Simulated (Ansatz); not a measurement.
Crystal: MnO.

```xyz
2
Lattice="0.0000 2.2239 2.2239 2.2239 0.0000 2.2239 2.2239 2.2239 0.0000" Properties=species:S:1:pos:R:3 pbc="T T T"
Mn    0.0000    0.0000    0.0000
O     2.2239    2.2239    2.2239
```

The cell is a database's computed one.

Base run:

- Program: Ansatz 0.2.0
- Functional: revPBE
- Potentials or basis: Ansatz PAW
- Cutoff: 420 eV (not typed: the program's choice for these potentials)
- k mesh: 10 × 10 × 10
- Occupations: fermi-dirac, width 0.05 eV
- Spin: collinear spin, ferromagnetic start
- Starting moments: [4.0, 0.0] μB

Its results: band gap on the k mesh none (metal or under the smearing width); pressure 4.2 GPa; net moment 4.81 μB per cell; site moments Mn +4.09; O +0.23 μB.

Task: The run is repeated on the same cell with these changes: functional from revPBE to RPBE. What comes out?

Result: Band gap on the k mesh none (metal or under the smearing width); pressure 5.6 GPa; net moment 4.82 μB per cell; site moments Mn +4.09; O +0.23 μB.

Caveats: a cell with one magnetic atom can't hold antiferromagnetic order, which such compounds often take; semilocal functionals often make such compounds metallic where correlation or magnetic order opens a gap, which also shifts bond lengths; the PAW data sets come from PBE, with cores solved anew for the run's functional, which leaves a small shift of forces and pressure.
